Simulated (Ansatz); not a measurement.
# Ru (simple hexagonal type): the cost of one run

Computed with Ansatz 0.2.0 (DFT PBE, with the methods named in each step, unless a step's input says otherwise).

## 1. The structure to begin with

Symmetry: P6/mmm, No. 191, hexagonal system. Conventional cell: a = 2.663 Å, b = 2.663 Å, c = 2.448 Å, α = 90.00°, β = 90.00°, γ = 120.00°. Around Ru (site symmetry 6/mmm) lie 8 Ru at 2.45 to 2.66 Å.

Coordinates:

```
CELL_PARAMETERS angstrom
2.66348 0.00000 0.00000
-1.33174 2.30664 0.00000
0.00000 0.00000 2.44815
ATOMIC_POSITIONS crystal
Ru 0.00000 0.00000 0.00000
```

Whether this phase is the stable one at these pressures isn't tested.

## 2. The reference volume, LAPW

Contents of input.yaml:

```yaml
crystal:
  lattice:
    - [2.6634787066, 0.0, 0.0]
    - [-1.3317393533, 2.3066402223, 0.0]
    - [0.0, 0.0, 2.4481536715]
  atoms:
    - { symbol: Ru, position: [0.0, 0.0, 0.0] }
kpoints:
  mp_grid: { grid: [17, 17, 15] }
  band_path:
    path:
      - [0.0, 0.0, 0.0]
      - [0.5, 0.0, 0.0]
      - [0.3333333333, 0.3333333333, 0.0]
      - [0.0, 0.0, 0.0]
      - [0.0, 0.0, 0.5]
      - [0.5, 0.0, 0.5]
      - [0.3333333333, 0.3333333333, 0.5]
      - [0.0, 0.0, 0.5]
      - [0.5, 0.0, 0.5]
    npoints: 14
scf:
  occupations: { method: fermi_dirac, width: 0.05 }
hamiltonian:
  xc: pbe
  pseudopotentials: { kind: all_electron, lapw: { basis_error: 0.001 } }
output:
  forces: true
  stress: true
  eigenvalues: true
  populations: true
  dos: { projected: true, de: 0.2, e_range: [-14, 8] }
```

Started as:

```bash
$ ansatz run input.yaml --threads 1 --pin off --max-ram 2048MiB --backend cpu --events-out ev --progress --plain --runs-dir out
```

Q: Estimate wall time and peak memory on 1 thread of Intel Xeon 6975P-C (Granite Rapids), shared host.

About 13 s, with a peak of 0.48 GiB.
